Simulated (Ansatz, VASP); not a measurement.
One calculation of Ag, two programs

Contents of INCAR:

```
SYSTEM = Ag
ALGO     = Fast           ! electronic algorithm
EDIFF    = 1E-7           ! SCF threshold, eV
ENCUT    = 520            ! plane-wave cutoff, eV
GGA      = PS             ! functional
ISIF     = 2              ! what is computed and relaxed
ISMEAR   = 0              ! smearing method
LASPH    = .True.         ! aspherical terms in the spheres
LCHARG   = .False.        ! write CHGCAR
LREAL    = .False.        ! projectors in reciprocal space
LWAVE    = .False.        ! write WAVECAR
NBANDS   = 12             ! bands
NELM     = 80             ! most SCF steps
PREC     = Accurate       ! precision mode
SIGMA    = 0.15           ! smearing width, eV
```

File KPOINTS:

```
k-points
0
Gamma
  26 26 26
  0 0 0
```

Contents of POSCAR:

```
Ag
1.0
   -1.5319294609      1.5319294609      1.6528712605
    1.5319294609     -1.5319294609      1.6528712605
    1.5319294609      1.5319294609     -1.6528712605
Ag
1
Direct
    0.0000000000      0.0000000000      0.0000000000
```

Input for Ansatz:

```yaml
crystal:
  lattice:
    - [-1.5319294609, 1.5319294609, 1.6528712605]
    - [1.5319294609, -1.5319294609, 1.6528712605]
    - [1.5319294609, 1.5319294609, -1.6528712605]
  atoms:
    - { symbol: Ag, position: [0.0, 0.0, 0.0] }
basis:
  ecutwfc: 420
kpoints:
  mp_grid: { grid: [26, 26, 26] }
hamiltonian:
  xc: pbesol
scf:
  occupations: { method: gaussian, width: 0.15 }
output:
  forces: true
  stress: true
  eigenvalues: true
```

Change from the starting cell: strain -0.050 along x and y, +0.025 along z, atoms carried along.

Alike in both runs: task single point; functional PBEsol; k mesh 26 × 26 × 26; occupations gaussian, width 0.15 eV; no spin polarisation.

|  | VASP | Ansatz |
| --- | --- | --- |
| version | VASP 6.6.1 | Ansatz 0.2.0 |
| potentials or method | VASP PAW PBE potentials, release 64 (Ag) | scalar-relativistic, plane waves, PAW |
| plane-wave cutoff (eV) | 520 | 420 |
| valence electrons in the cell | 11 | 19 |

```csv
,VASP,Ansatz,Ansatz less VASP
gap on the k mesh at the Fermi level (eV),none,none,-
pressure (GPa),10.8,11.2,+0.36
largest component of the traceless stress (GPa),0.93,0.94,+0.007
```

A gap of «none» marks a metal or a gap that the smearing closes. With one functional, cell and mesh, what is left measures potentials, basis and numerics. The two sets of potentials don't hold the same shells in valence.

Caveats: the PAW data sets were made with another functional, which shifts forces and pressure a little (VASP).
